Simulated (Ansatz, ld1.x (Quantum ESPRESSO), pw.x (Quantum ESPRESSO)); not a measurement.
**From atom to crystal: TM potential for La (Z = 57)**

- Element: lanthanum
- Generator: ld1.x (Quantum ESPRESSO) 7.5
- Type: norm-conserving Troullier–Martins (Kleinman–Bylander form)
- Functional: PBEsol
- Relativity: scalar-relativistic
- Frozen core: [Xe]
- Valence charge: 3
- Reference configuration: 4f0 5d1 6s2 6p0
- Partial waves: 6p (bound, empty): rc 4.20 bohr; 5d (bound): rc 2.40 bohr; 4f (bound, empty): rc 2.04 bohr; 6s (bound): rc 3.25 bohr
- Local potential: the s channel
- Core correction: a·sin(br)/r model core, default radius (core density twice the valence density)

Atomic tests: cutoffs needed: 10 Ry and 15 Ry (the cutoffs (Ry, on a coarse ladder) from which the occupation-weighted sum of valence levels, in a spherical-Bessel basis at the reference potential, stays within 10 and 1 mRy of its value at 400 Ry) The cutoffs count occupied waves only; the empty 4f level needs 90 Ry at the loose tolerance.; ghost test: no extra level below or beside the all-electron valence levels (p, d, f, s tested) (spherical-Bessel basis up to 400 Ry, 20 bohr box); configuration tests: 1 of 7 tests not solved or not reliable.

Crystal test: fcc La in pw.x 7.5, no spin, 11³ k-points, Fermi–Dirac smearing 0.01 Ry, cutoffs 50/200 Ry. The reference is all-electron LAPW (Ansatz 0.2.0) with the same functional, mesh and smearing; V0 and B0 come from Birch–Murnaghan fits to the pressures at five volumes. Errors are pseudo minus all-electron; Δ is the rms difference of the E(V) curves that follow from these fits, minima aligned, over ±6 % about the mean V0. Mesh and smearing are coarse, so the numbers serve the comparison and aren't converged zero-temperature values; the lattice is a test structure that the element need not adopt.

| V (Å³/atom) | P all-electron (GPa) | P pseudo (GPa) |
| --- | --- | --- |
| 31.994 | 1.86 | 7.86 |
| 32.836 | 1.06 | 6.60 |
| 33.678 | 0.33 | 5.45 |
| 34.520 | -0.34 | 4.39 |
| 35.362 | -0.96 | 3.42 |

All-electron: a0 = 5.147 Å (V0 = 34.08 Å³/atom), B0 = 27.2 GPa.

Pseudopotential: mean pressure error (GPa): +5.15. The pressure does not cross zero within the volumes sampled, so no fit is given. The largest radius (4.20 bohr) exceeds half the bond length (3.42 bohr), so the spheres overlap, which is one possible source of error among others. This is a poor potential for the solid. Atomic configuration tests: 1 of 7 tests not solved or not reliable.

Task: At the middle volume, how do free energy and pressure move when the wave cutoff is lowered (ecutrho kept at four times it)?

Result:

| cutoff (Ry) | shift of F (meV/atom) | shift of P (GPa) |
| --- | --- | --- |
| 22 | +57.1 | +1.54 |
| 30 | +50.7 | +1.47 |
| 40 | +34.9 | +1.00 |

Input at the middle volume:

```
&control
  calculation='scf', prefix='x', pseudo_dir='./', outdir='./tmp', tstress=.true., disk_io='none'
/
&system
  ibrav=0, nat=1, ntyp=1, ecutwfc=50, ecutrho=200, nbnd=8,
  occupations='smearing', smearing='fd', degauss=0.01
/
&electrons
  conv_thr=1e-09, mixing_beta=0.4, electron_maxstep=70
/
ATOMIC_SPECIES
La 1.0 La.UPF
CELL_PARAMETERS angstrom
  0.00000000 2.56313865 2.56313865
  2.56313865 0.00000000 2.56313865
  2.56313865 2.56313865 0.00000000
ATOMIC_POSITIONS crystal
La 0.0000 0.0000 0.0000
K_POINTS automatic
11 11 11 0 0 0
```

```bash
pw.x < La.scf.in > La.scf.out
```

Lines of the output:

```
Message from routine setup:
     using ibrav=0 with symmetry is DISCOURAGED, use correct ibrav instead
     lattice parameter (alat)  =       6.8499  a.u.
     unit-cell volume          =     227.2704 (a.u.)^3
     number of electrons       =         3.00
     number of Kohn-Sham states=            8
     kinetic-energy cutoff     =      50.0000  Ry
     charge density cutoff     =     200.0000  Ry
     scf convergence threshold =      1.0E-09
     Exchange-correlation= PBESOL
     number of k points=    56  Fermi-Dirac smearing, width (Ry)=  0.0100
     iteration #  1     ecut=    50.00 Ry     beta= 0.40
     c_bands:  1 eigenvalues not converged
     total energy              =      -5.24967744 Ry
     estimated scf accuracy    <       0.00043487 Ry
     iteration #  2     ecut=    50.00 Ry     beta= 0.40
     total energy              =      -5.24973205 Ry
     estimated scf accuracy    <       0.00015330 Ry
     iteration #  3     ecut=    50.00 Ry     beta= 0.40
     c_bands:  1 eigenvalues not converged
     total energy              =      -5.24973766 Ry
     estimated scf accuracy    <       0.00000163 Ry
     iteration #  4     ecut=    50.00 Ry     beta= 0.40
     c_bands:  1 eigenvalues not converged
     c_bands:  1 eigenvalues not converged
     c_bands:  1 eigenvalues not converged
     c_bands:  1 eigenvalues not converged
     c_bands:  1 eigenvalues not converged
     c_bands:  1 eigenvalues not converged
     [... 1 repeated lines left out ...]
     total energy              =      -5.24973910 Ry
     estimated scf accuracy    <       0.00000002 Ry
     iteration #  5     ecut=    50.00 Ry     beta= 0.40
     [... 4 repeated lines left out ...]
     total energy              =      -5.24973924 Ry
     estimated scf accuracy    <       0.00000001 Ry
     iteration #  6     ecut=    50.00 Ry     beta= 0.40
     the Fermi energy is     5.6656 ev
!    total energy              =      -5.24973924 Ry
     estimated scf accuracy    <          4.4E-11 Ry
     smearing contrib. (-TS)   =      -0.00592040 Ry
     The total energy is F=E-TS. E is the sum of the following terms:
     one-electron contribution =       3.06089879 Ry
     hartree contribution      =       0.00176558 Ry
     xc contribution           =      -4.04689295 Ry
     ewald contribution        =      -4.25959027 Ry
     convergence has been achieved in   6 iterations
          total   stress  (Ry/bohr**3)                   (kbar)     P=       54.49
     Message from routine punch:
     Nothing written, as per user request (disk_io='none')
```

The run at the middle volume (56 k-points, 6 iterations) took about 4.9 s on one core of a shared host (AMD EPYC 9R45, 192 threads, 1484 GiB, load 100).
